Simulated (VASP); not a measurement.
Wanted: the native input for a VASP 6.6.1 run.

* Task: single point
* Functional: RPBE
* Potentials or basis: VASP PAW PBE potentials, release 64 (Pb_d, F)
* Cutoff: 520 eV
* k mesh: 8 × 8 × 8
* Occupations: gaussian, width 0.05 eV
* Spin: no spin polarisation
* Further INCAR settings: ALGO = Normal; EDIFF = 1e-06

The structure of PbF2 (Fluorocronite) lies in POSCAR:

```
PbF2
1.0
    0.0000000000      2.9636600000      2.9636600000
    2.9636600000      0.0000000000      2.9636600000
    2.9636600000      2.9636600000      0.0000000000
Pb F
1 2
Direct
    0.0000000000      0.0000000000      0.0000000000
    0.7500000000      0.7500000000      0.7500000000
    0.2500000000      0.2500000000      0.2500000000
```

The input as run:

INCAR

```
  ALGO = Normal
  EDIFF = 1E-6
  ENCUT = 520
  GGA = RP
  ISIF = 2
  ISMEAR = 0
  LASPH = True
  LCHARG = True
  LELF = True
  LREAL = False
  LVHAR = True
  LWAVE = False
  NELM = 60
  PREC = Accurate
  SIGMA = 0.05
```

KPOINTS

```
k-points
0
Gamma
  8 8 8
```

Potentials or basis: VASP PAW PBE potentials, release 64 (Pb_d, F).

The run is started by

```sh
$ cat potpaw_PBE.64/Pb_d/POTCAR potpaw_PBE.64/F/POTCAR > POTCAR
$ mpirun -np 1 vasp_std > vasp.out
```

It gave:

```
Pressure               : 5.7 GPa
Band gap on the k mesh : 4.55 eV, indirect (least direct gap 4.69 eV)
```

Caveat: the PAW data sets were made with another functional, which shifts forces and pressure a little; spin-orbit coupling is left out, which as a rule narrows the gap of such compounds by several tenths of an eV.

Run time: 19 s on 1 thread of Intel(R) Xeon(R) Platinum 8488C (Sapphire Rapids) (shared host), peak memory 0.18 GiB.
